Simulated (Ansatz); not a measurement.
Si: the change of gap on mesh with volume per atom

All-electron LAPW DFT of a crystal on the k mesh given, cartesian forces, stress positive in compression, open shells may miss their lowest state; gap between the band edges on the mesh. The results are calculated, by Ansatz 0.2 development.

Cell of the first row (space group Fd-3m, No. 227):
```
Si
1.0
      0.0000     2.6406     2.6406
      2.6406     0.0000     2.6406
      2.6406     2.6406     0.0000
Si
2
Direct
  0.00000 0.00000 0.00000
  0.25000 0.25000 0.25000
```

Settings of every row: k mesh 8x8x8; k shift 0x0x0; occupations fixed; smearing width 0 eV; functional PBEsol; relativity scalar; nucleus point; spin none.

Atom start moment: 0 on all atoms.

Limits: coarse k mesh; semilocal functionals tend to give too small a gap.

```csv
row,volume per atom (Å³),gap on mesh (eV)
1,18.412,0.37
2,19.012,0.42
3,19.613,?
4,20.213,0.53
5,20.813,0.57
6,21.414,0.61
7,22.014,0.65
```

Question: what gap on mesh should row 3 give?

Worked fit of gap on mesh. Take t = volume per atom − 20, in Å³. The shown rows have t = -1.588, -0.988, 0.213, 0.813, 1.414, 2.014. Least squares give gap on mesh = 0.509 + 0.0804 × t − 0.0053 × t² eV; a straight line predicts inner rows, each left out in turn, worse (root mean square 0.0088 against 0.0053 eV). All shown rows lie on it to the printed digit. The withheld row has t = -0.387, so the fit gives 0.509 + 0.0804 × (-0.387) − 0.0053 × (-0.387)² = 0.48 eV.

The calculation gave 0.48 eV. The fit meets it to the printed digit.
